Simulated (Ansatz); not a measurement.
## Elastic constants of BP: input and output

Computed with Ansatz, DFT PBE, scalar-relativistic, plane waves, PAW.

Launched with:
```bash
ansatz run input.yaml --threads 1 --pin off --max-ram 3072MiB --backend cpu --events-out ev --progress --plain --runs-dir out
```

Input (bare energies are in eV):
```yaml
crystal:
  lattice:
    - [0.0, 2.2741906125, 2.2741906125]
    - [2.2741906125, 0.0, 2.2741906125]
    - [2.2741906125, 2.2741906125, 0.0]
  atoms:
    - { symbol: B, position: [0.0, 0.0, 0.0] }
    - { symbol: P, position: [0.25, 0.25, 0.25] }
basis:
  ecutwfc: 420
kpoints:
  mp_grid: { grid: [10, 10, 10] }
hamiltonian:
  xc: pbe
scf:
  occupations: { method: fixed }
output:
  forces: true
  stress: true
  eigenvalues: true
  polarization: {}
elastic:
  mode: relaxed_ion
  stencil: two_point
```

From the output:
```
--- Elastic constants: 2 strain directions × 2 members + reference (group order 24) ---
  dense FFT box of the reference and of every strained cell: 24×24×24
  strains applied: 11, 23; error gains: componentwise 1.00 (the most a stress slope's error grows in a printed constant), spectral 1.73 (1 for all six strains in a standard setting)
  C = ∂σ_k/∂η_j (tension-positive GPa; Voigt order 11 22 33 23 13 12):
       339.436     73.291     73.291     -0.000      0.000      0.000
        73.291    339.436     73.291     -0.000      0.000      0.000
        73.291     73.291    339.436     -0.000      0.000      0.000
        -0.000     -0.000     -0.000    184.498      0.000     -0.000
        -0.000     -0.000      0.000      0.000    184.498     -0.000
         0.000     -0.000      0.000     -0.000     -0.000    184.498
  reference stress σ⁰ (GPa):     -0.005     -0.005     -0.005     -0.000      0.000     -0.000
  C* (energy form; C + prestress term) asymmetry max|C*_kj − C*_jk| = 2.842e-14 GPa — a small one proves nothing (zero by symmetry where the batch's group is 432, −43m or m−3m); a large one is finite-difference/SCF noise where every solve ...
  moduli (Voigt/Reuss/Hill, GPa): K = 162.01/162.01/162.01   G = 163.93/159.80/161.86   E = 364.27   ν = 0.125
  mechanically stable: yes (min eigenvalue of sym C = 184.50 GPa)
  e, the proper piezoelectric tensor (elastic.mode: relaxed_ion; C/m²; rows x y z; Voigt order 11 22 33 23 13 12):
      -0.00000    0.00000    0.00000   -0.11425    0.00000    0.00000
       0.00000    0.00000    0.00000   -0.00000   -0.11425    0.00000
      -0.00000    0.00000   -0.00000   -0.00000    0.00000   -0.11425
  ±, each entry's uncertainty from the finite density of the strings (C/m²), an estimate: the size of the correction for it that the entry includes:
       0.00000    0.00000    0.00000    0.00832    0.00000    0.00000
       0.00000    0.00000    0.00000    0.00000    0.00832    0.00000
       0.00000    0.00000    0.00000    0.00000    0.00000    0.00832
  the group's symmetry takes up to 6.0e-9 C/m² out of the measured responses: error of the strings' finite density and of the mesh across them, as far as it breaks the symmetry (raise kpoints.mp_grid and any string_points); the largest step ...
  strain η (Voigt 11):  stress-route row diagonal C_11 = 339.44 GPa, energy-path curvature d²(F+E_count+ΔE)/dδ²/Ω₀ = 339.52 GPa
         δ    σ_11 (GPa) F (eV) n_scf n_hpsi n_pw
    -2.000e-3      -0.6858        -912.4469007       7   17504    473   relax 0 steps, max|allowed force component| 1.20e-16 eV/Å
     2.000e-3       0.6720        -912.4469125       7   17427    475   relax 0 steps, max|allowed force component| 1.08e-16 eV/Å
  strain η (Voigt 23):  stress-route row diagonal C_44 = 184.50 GPa, energy-path curvature d²(F+E_count+ΔE)/dδ²/Ω₀ = 184.59 GPa
         δ    σ_23 (GPa) F (eV) n_scf n_hpsi n_pw
    -2.000e-3      -0.3690        -912.4469528       3   17729    474   relax 3 steps, max|allowed force component| 1.27e-7 eV/Å
     2.000e-3       0.3690        -912.4469528       3   17716    474   relax 3 steps, max|allowed force component| 1.04e-7 eV/Å
--- Formal polarisation (Berry phase): one branch of a lattice of values; only differences between neighbouring runs are physical ---
  axis mesh electronic ionic p = total spread (rad) least overlap resolved gap  δp at fixed H ≤   (phases in cycles; p mod 1; gap in eV; gap and δp judge the states as solved, not the mesh's step, its ...
  b1    10×10×10        0.00000000     1.25000000     1.25000000      0.122891         0.8585        3.3939           1.6e-6
  b2    10×10×10       -0.00000000     1.25000000     1.25000000      0.122891         0.8585        3.3939           1.6e-6
  b3    10×10×10        0.00000000     1.25000000     1.25000000      0.122891         0.8585        3.3939           1.6e-6
  quantum along a1:   0.13671976 e/Å² =   219.049200 µC/cm²
  quantum along a2:   0.13671976 e/Å² =   219.049200 µC/cm²
  quantum along a3:   0.13671976 e/Å² =   219.049200 µC/cm²
  P = (  0.24168867,   0.24168867,   0.24168867) e/Å² = (  387.227936,   387.227936,   387.227936) µC/cm²  (mod the quanta)
```

Time: 31 s on 1 thread of Arm Neoverse V2 (shared host), peak memory 0.34 GiB.